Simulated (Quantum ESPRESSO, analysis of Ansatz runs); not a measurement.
# Migration in Al2O3 (R-3c): V_O hop (2.6 Å), charge +2 (Quantum ESPRESSO)

How high is the barrier when O changes place in Al2O3 (R-3c)? The case: V_O hop (2.6 Å), charge +2, in a cell of 80 host atoms with 1 O taken out.

Method: Quantum ESPRESSO plane-wave DFT, PBEsol, GBRV 1.5 PBEsol potentials; nudged elastic band between two relaxed defect structures at fixed charge in a uniform background, in Quantum ESPRESSO 7.5.

## (1) Set-up

The cell holds 79 atoms: 32 Al and 47 O. Cell: a = 10.279 Å, b = 10.279 Å, c = 10.279 Å, α = 55.4°, β = 55.4°, γ = 55.4°. It derives from Al2O3 (space group R-3c). Nearest the centre at fractional (0.750, 0.250, 0.500): O57 at 1.29 Å, Al41 at 1.37 Å, Al53 at 1.41 Å, O64 at 2.28 Å, O79 at 2.30 Å, O46 at 2.50 Å, O56 at 2.51 Å, Al42 at 2.78 Å. The cell carries charge +2.

The cell's shortest repeat is 9.6 Å.

## (2) Relaxation of the start point, charge +2

A barrier is counted from a minimum, so both ends are relaxed first. Small random displacements break the symmetry of the ideal sites, so that the defect can distort if it gains by it. The charge of +2 is set by the electron count, and a uniform background keeps the cell neutral.

File pw.in:

```
&CONTROL
  calculation = 'relax'
  prefix = 'pwscf'
  outdir = './tmp'
  pseudo_dir = './pseudo'
  tprnfor = .true.
  disk_io = 'low'
  nstep = 70
  forc_conv_thr = 0.00078
  etot_conv_thr = 0.0001
/
&SYSTEM
  ibrav = 0
  nat = 79
  ntyp = 2
  ecutwfc = 36
  ecutrho = 288
  nbnd = 192
  occupations = 'fixed'
  tot_charge = 2
  nosym = .true.
/
&ELECTRONS
  conv_thr = 8d-08
  electron_maxstep = 100
  mixing_beta = 0.5
/
&IONS
  ion_dynamics = 'bfgs'
/
ATOMIC_SPECIES
Al    26.9815 al_pbesol_v1.uspp.F.UPF
O     15.9990 o_pbesol_v1.2.uspp.F.UPF
CELL_PARAMETERS angstrom
   4.7750098375    2.7568532680    8.6755442391
  -4.7750098375    2.7568532680    8.6755442391
   0.0000000000   -5.5137065361    8.6755442391
ATOMIC_POSITIONS crystal
Al     0.3245199248    0.3245008635    0.3205014914
Al     0.4226627848    0.4266359609    0.4264060291
Al     0.0753895768    0.0751251521    0.0701544561
Al     0.1752979221    0.1797923550    0.1744723168
O      0.2205901762    0.0257353350    0.3785665208
O      0.4715798472    0.1217429437    0.2806763445
O      0.0243823329    0.3755130827    0.2229415991
O      0.3729317147    0.2211269226    0.0316534502
O      0.1239133715    0.2764499256    0.4711948384
O      0.2749409758    0.4752133565    0.1255547027
Al     0.3203320582    0.3254508838    0.8242755939
Al     0.4250542022    0.4283128768    0.9229819831
Al     0.0747355458    0.0749282882    0.5702927278
Al     0.1755922552    0.1797313529    0.6741169621
O      0.2209031053    0.0309584567    0.8757045367
O      0.4702902879    0.1286961653    0.7762462229
O      0.0290409700    0.3779183317    0.7192201901
O      0.3727735121    0.2255007293    0.5282219740
O      0.1257993727    0.2803920716    0.9684853346
O      0.2802038546    0.4719197149    0.6215209397
Al     0.3238471111    0.8214005163    0.3274562886
Al     0.4222979707    0.9278830662    0.4274506927
Al     0.0756686947    0.5727987139    0.0710666632
Al     0.1744310306    0.6766593673    0.1739741882
O      0.2219380858    0.5299566587    0.3763414704
O      0.4734278448    0.6212429519    0.2788252637
O      0.0288521820    0.8769072586    0.2183167437
O      0.3740562814    0.7250988628    0.0249761744
O      0.1226547436    0.7766762478    0.4756337964
O      0.2789729487    0.9750998685    0.1225308697
Al     0.3249459533    0.8251481442    0.8201995903
Al     0.4293446551    0.9238501257    0.9266218107
Al     0.0714584706    0.5752249560    0.5724657106
Al     0.1724923828    0.6781854327    0.6760764643
O      0.2235858961    0.5290084184    0.8712070635
O      0.4708330105    0.6285319464    0.7777107850
O      0.0277694069    0.8763152664    0.7241413229
O      0.3747130511    0.7189705644    0.5310802950
O      0.1236175936    0.7763395995    0.9758697190
O      0.2773843934    0.9756445913    0.6224795008
Al     0.8224304252    0.3215096930    0.3272470855
Al     0.9226437817    0.4280436212    0.4279921417
Al     0.5714662916    0.0761091941    0.0721884960
Al     0.6773119948    0.1738576696    0.1789272451
O      0.7216023365    0.0270398875    0.3785341052
O      0.9748608338    0.1216207702    0.2778735905
O      0.5272462314    0.3749999358    0.2253247908
O      0.8721820513    0.2227992323    0.0271690295
O      0.7764327951    0.4726524568    0.1282042701
Al     0.8252651512    0.3262547876    0.8203874187
Al     0.9224475328    0.4270391782    0.9266141091
Al     0.5718693434    0.0717652666    0.5760670294
Al     0.6743560042    0.1781226712    0.6781485233
O      0.7192683858    0.0283784744    0.8782543127
O      0.9728326207    0.1214122968    0.7804006149
O      0.5257708614    0.3748202801    0.7256731145
O      0.8739270188    0.2211957992    0.5264363285
O      0.6253970844    0.2743534974    0.9745628823
O      0.7759688248    0.4734024531    0.6278080232
Al     0.8220712172    0.8275082339    0.3220814002
Al     0.9243316097    0.9273384593    0.4288334452
Al     0.5704158128    0.5760193235    0.0756521557
Al     0.6798505360    0.6746155258    0.1746106952
O      0.7202749462    0.5281286690    0.3784525918
O      0.9751229214    0.6226125443    0.2789422482
O      0.5313522217    0.8750782467    0.2207422249
O      0.8749401665    0.7234353474    0.0244842512
O      0.6284849300    0.7773181010    0.4714807748
O      0.7806667627    0.9703672125    0.1224741388
Al     0.8216123915    0.8265866243    0.8220156187
Al     0.9258240694    0.9258662923    0.9233700019
Al     0.5710814316    0.5773158712    0.5735351368
Al     0.6741552862    0.6758793018    0.6747832286
O      0.7186543829    0.5297707688    0.8747145829
O      0.9695653299    0.6284924271    0.7768188475
O      0.5269101661    0.8719502741    0.7243275029
O      0.8716508925    0.7233743849    0.5304752688
O      0.6234621727    0.7817073774    0.9711008509
O      0.7797854049    0.9690646504    0.6273248287
K_POINTS gamma
```

Command:

```bash
$ OMP_NUM_THREADS=1 mpirun -n 4 pw.x -in pw.in > pw.out
```

Log:

```text
[shortened: banners, details of potentials and solvers, and blank lines are left out]
     gamma-point specific algorithms are used
     one sub-group per band group will be used
     scalapack distributed-memory algorithm (size of sub-group:  2*  2 procs)
     bravais-lattice index     =            0
     lattice parameter (alat)  =      19.4252  a.u.
     unit-cell volume          =    4624.1563 (a.u.)^3
     number of atoms/cell      =           79
     number of atomic types    =            2
     number of electrons       =       376.00
     number of Kohn-Sham states=          192
     kinetic-energy cutoff     =      36.0000  Ry
     charge density cutoff     =     288.0000  Ry
     scf convergence threshold =      8.0E-08
     mixing beta               =       0.5000
     number of iterations used =            8  plain     mixing
     energy convergence thresh.=      1.0E-04
     force convergence thresh. =      7.8E-04
     Exchange-correlation= SLA  PW   PSX  PSC
                           (   1   4  10   8   0   0   0)
     nstep                     =           70
     crystal axes: (cart. coord. in units of alat)
               a(1) = (   0.464522   0.268192   0.843974 )
               a(2) = (  -0.464522   0.268192   0.843974 )
               a(3) = (   0.000000  -0.536384   0.843974 )
     PseudoPot. # 1 for Al read from file:
     al_pbesol_v1.uspp.F.UPF
     Pseudo is Ultrasoft + core correction, Zval =  3.0
[...]
PseudoPot. # 2 for O  read from file:
     o_pbesol_v1.2.uspp.F.UPF
     Pseudo is Ultrasoft + core correction, Zval =  6.0
[...]
atomic species   valence    mass     pseudopotential
     Al                3.00    26.98150     Al( 1.00)
     O                 6.00    15.99900     O ( 1.00)
     No symmetry found
     site n.     atom                  positions (alat units)
         1        Al     tau(   1) = (   0.0000089   0.0021503   0.8182515  )
         2        Al     tau(   2) = (  -0.0018456  -0.0009422   1.0766616  )
         3        Al     tau(   3) = (   0.0001228   0.0027371   0.1862390  )
         4        Al     tau(   4) = (  -0.0020878   0.0016482   0.4469370  )
         5        O      tau(   5) = (   0.0905144  -0.1369945   0.5273926  )
         6        O      tau(   6) = (   0.1625070   0.0085741   0.7376325  )
         7        O      tau(   7) = (  -0.1631081  -0.0123336   0.5256582  )
         8        O      tau(   8) = (   0.0705167   0.1423434   0.5280847  )
[...]
number of k points=     1
                       cart. coord. in units 2pi/alat
        k(    1) = (   0.0000000   0.0000000   0.0000000), wk =   2.0000000
     Dense  grid:   190929 G-vectors     FFT dimensions: ( 108, 108, 108)
     Smooth grid:    67502 G-vectors     FFT dimensions: (  75,  75,  75)
     starting charge     377.9246, renormalised to     376.0000
     Self-consistent Calculation
     iteration #  1     ecut=    36.00 Ry     beta= 0.50
     total energy              =   -1734.43015519 Ry
     estimated scf accuracy    <      17.94253723 Ry
     iteration #  2     ecut=    36.00 Ry     beta= 0.50
     total energy              =   -1739.13535206 Ry
     estimated scf accuracy    <       3.62050498 Ry
     iteration #  3     ecut=    36.00 Ry     beta= 0.50
     total energy              =   -1739.86262866 Ry
     estimated scf accuracy    <       0.95705378 Ry
[...]
[... 82 further cycles ...]
[...]
estimated scf accuracy    <       0.00000032 Ry
     iteration #  4     ecut=    36.00 Ry     beta= 0.50
     total energy              =   -1740.15370147 Ry
     estimated scf accuracy    <       0.00000005 Ry
     iteration #  5     ecut=    36.00 Ry     beta= 0.50
     total energy              =   -1740.15370147 Ry
     estimated scf accuracy    <          4.1E-09 Ry
     iteration #  6     ecut=    36.00 Ry     beta= 0.50
     End of self-consistent calculation
          k = 0.0000 0.0000 0.0000 (  8449 PWs)   bands (ev):
   -11.7203 -10.8393 -10.7654 -10.6815 -10.6473 -10.5691 -10.5619 -10.5533
   -10.5381 -10.4989 -10.4973 -10.4505  -9.9828  -9.8596  -9.8434  -9.7133
    -9.6885  -9.6193  -9.5615  -9.4619  -9.4472  -9.3856  -9.3699  -9.2292
    -9.1995  -9.1920  -9.1643  -9.1130  -9.1005  -9.0695  -9.0567  -9.0327
    -9.0276  -9.0166  -8.9618  -8.9457  -8.9288  -8.9083  -8.9012  -8.8806
    -8.8759  -8.8688  -8.7825  -8.7393  -8.6882  -8.6266  -8.6222   0.5032
     0.8336   0.8724   0.9296   0.9784   1.0270   1.0798   1.2117   1.2416
     1.3101   1.4743   1.5347   1.6459   1.7283   1.7977   1.8027   1.8523
[...]
highest occupied, lowest unoccupied level (ev):     7.3909   10.9789
!    total energy              =   -1740.15370147 Ry
     estimated scf accuracy    <          2.8E-10 Ry
     The total energy is the sum of the following terms:
     one-electron contribution =    -331.82104042 Ry
     hartree contribution      =     437.89042209 Ry
     xc contribution           =    -484.52793425 Ry
     ewald contribution        =   -1361.69514889 Ry
     convergence has been achieved in   6 iterations
     Forces acting on atoms (cartesian axes, Ry/au):
     atom    1 type  1   force =    -0.00003801    0.00018663   -0.00022578
     atom    2 type  1   force =    -0.00001208    0.00006440    0.00009835
     atom    3 type  1   force =    -0.00042161   -0.00027937    0.00002295
     atom    4 type  1   force =    -0.00005494    0.00019666    0.00008194
     atom    5 type  2   force =     0.00016450    0.00034718    0.00018056
     atom    6 type  2   force =     0.00018297    0.00029948   -0.00013051
     atom    7 type  2   force =     0.00018810    0.00011909   -0.00065436
     atom    8 type  2   force =     0.00025539    0.00007837   -0.00024682
[...]
Total force =     0.004672     Total SCF correction =     0.000032
     Energy error            =      5.5E-05 Ry
     Gradient error          =      8.5E-04 Ry/Bohr
     number of scf cycles    =  13
     number of bfgs steps    =  12
     energy             old  =   -1740.1536462076 Ry
     energy             new  =   -1740.1537014740 Ry
     CASE: energy            _new < energy            _old
     new trust radius        =       0.0033303064 bohr
     new conv_thr            =       0.0000000008 Ry
ATOMIC_POSITIONS (crystal)
Al               0.3207577239        0.3220855999        0.3211772868
Al               0.3951489182        0.4472804682        0.4181078044
Al               0.0733651385        0.0753701476        0.0727689042
Al               0.1860693291        0.1728511387        0.1707259116
O                0.2217087862        0.0287669803        0.3747777152
O                0.4711339069        0.1248135532        0.2798609537
O                0.0404023495        0.3735314196        0.2188726749
O                0.3808351931        0.2210696192        0.0225646318
[...]
Self-consistent Calculation
     iteration #  1     ecut=    36.00 Ry     beta= 0.50
     total energy              =   -1740.15372874 Ry
     estimated scf accuracy    <       0.00001595 Ry
     iteration #  2     ecut=    36.00 Ry     beta= 0.50
     total energy              =   -1740.15372964 Ry
     estimated scf accuracy    <       0.00000172 Ry
     iteration #  3     ecut=    36.00 Ry     beta= 0.50
     total energy              =   -1740.15372989 Ry
     estimated scf accuracy    <       0.00000017 Ry
     iteration #  4     ecut=    36.00 Ry     beta= 0.50
     total energy              =   -1740.15372991 Ry
     estimated scf accuracy    <       0.00000002 Ry
     iteration #  5     ecut=    36.00 Ry     beta= 0.50
     total energy              =   -1740.15372991 Ry
     estimated scf accuracy    <          1.9E-09 Ry
     iteration #  6     ecut=    36.00 Ry     beta= 0.50
     End of self-consistent calculation
          k = 0.0000 0.0000 0.0000 (  8449 PWs)   bands (ev):
   -11.7203 -10.8391 -10.7647 -10.6818 -10.6471 -10.5693 -10.5626 -10.5533
   -10.5386 -10.4991 -10.4972 -10.4500  -9.9823  -9.8595  -9.8436  -9.7135
    -9.6889  -9.6191  -9.5616  -9.4621  -9.4472  -9.3846  -9.3700  -9.2285
    -9.2004  -9.1923  -9.1645  -9.1134  -9.1006  -9.0700  -9.0558  -9.0323
    -9.0274  -9.0169  -8.9616  -8.9457  -8.9285  -8.9080  -8.9021  -8.8805
    -8.8758  -8.8695  -8.7828  -8.7396  -8.6874  -8.6263  -8.6227   0.5031
     0.8335   0.8725   0.9293   0.9786   1.0267   1.0805   1.2119   1.2418
     1.3101   1.4744   1.5348   1.6463   1.7284   1.7979   1.8019   1.8521
[...]
highest occupied, lowest unoccupied level (ev):     7.3911   10.9806
!    total energy              =   -1740.15372991 Ry
     estimated scf accuracy    <          1.3E-10 Ry
     The total energy is the sum of the following terms:
     one-electron contribution =    -331.81421757 Ry
     hartree contribution      =     437.88707654 Ry
     xc contribution           =    -484.52819179 Ry
     ewald contribution        =   -1361.69839708 Ry
     convergence has been achieved in   6 iterations
     Forces acting on atoms (cartesian axes, Ry/au):
     atom    1 type  1   force =    -0.00006750    0.00009714   -0.00018716
     atom    2 type  1   force =    -0.00011889   -0.00016162    0.00002120
     atom    3 type  1   force =    -0.00032902   -0.00001024   -0.00010116
     atom    4 type  1   force =     0.00002766    0.00014746    0.00013058
     atom    5 type  2   force =     0.00033929    0.00030970    0.00001801
     atom    6 type  2   force =    -0.00001208    0.00012362    0.00001213
     atom    7 type  2   force =     0.00015232   -0.00009686   -0.00049422
     atom    8 type  2   force =     0.00021245    0.00003551   -0.00033026
[...]
Total force =     0.003261     Total SCF correction =     0.000022
     Energy error            =      2.8E-05 Ry
     Gradient error          =      5.7E-04 Ry/Bohr
     bfgs converged in  14 scf cycles and  13 bfgs steps
     (criteria: energy <  1.0E-04 Ry, force <  7.8E-04 Ry/Bohr)
     End of BFGS Geometry Optimization
     Final energy             =   -1740.1537299144 Ry
Begin final coordinates
ATOMIC_POSITIONS (crystal)
Al               0.3207577239        0.3220855999        0.3211772868
Al               0.3951489182        0.4472804682        0.4181078044
Al               0.0733651385        0.0753701476        0.0727689042
Al               0.1860693291        0.1728511387        0.1707259116
O                0.2217087862        0.0287669803        0.3747777152
O                0.4711339069        0.1248135532        0.2798609537
O                0.0404023495        0.3735314196        0.2188726749
O                0.3808351931        0.2210696192        0.0225646318
[...]
End final coordinates
   JOB DONE.
```

Elapsed: 4.8 min, on 4 MPI ranks of Arm Neoverse V1, shared host; peak memory 0.99 GiB; 19 min of CPU time.

The steps of the relaxation:

| step | energy less that of the first step (eV) |
| --- | --- |
| 0 | 0.0000 |
| 1 | -2.3170 |
| 2 | -2.9927 |
| 3 | -3.1977 |
| 4 | -3.3122 |
| 5 | -3.3555 |
| 6 | -3.3908 |
| 7 | -3.4056 |
| 8 | -3.4144 |
| 9 | -3.4193 |
| 10 | -3.4221 |
| 11 | -3.4235 |
| 12 | -3.4243 |
| 13 | -3.4247 |

The atoms that moved most (Å):

| atom | dx | dy | dz | length |
| --- | --- | --- | --- | --- |
| Al41 | 0.096 | 0.247 | 0.156 | 0.307 |
| Al2 | -0.230 | 0.027 | -0.132 | 0.266 |
| Al53 | 0.094 | -0.101 | 0.101 | 0.172 |
| Al52 | 0.049 | -0.104 | -0.107 | 0.157 |
| O79 | -0.124 | 0.062 | 0.003 | 0.139 |
| O7 | 0.086 | 0.061 | 0.086 | 0.136 |
| O25 | -0.075 | -0.037 | -0.098 | 0.129 |
| O56 | 0.041 | 0.085 | -0.082 | 0.125 |

Neighbours of O57 at the end:

| atom | distance (Å) |
| --- | --- |
| Al53 | 1.851 |
| Al13 | 1.919 |
| Al41 | 1.943 |
| Al42 | 2.045 |
| O64 | 2.467 |
| O7 | 2.572 |
| O79 | 2.637 |
| O9 | 2.674 |
| O46 | 2.678 |

Read from the output:

* highest filled level: 7.391 eV
* lowest empty level: 10.98 eV
* r.m.s. move of the farther half of the atoms: 0.03739 Å
* largest move from the ideal geometry of this structure, a common shift of the far atoms taken out: 0.2911 Å

The relaxation gained 3.425 eV and ended with a largest force component of 0.015 eV/Å.

(Part 1 of 3 ends here.)

[Logs are printed without paths, hosts, clocks, repeated set-up lines and the standing remarks that a program may print on its own settings, such as how far it seeks lower states.]

[Hosts, paths, dates, database ids (printed as entryN), source tags and the programs' standing remarks are cut or masked in the printed files.]
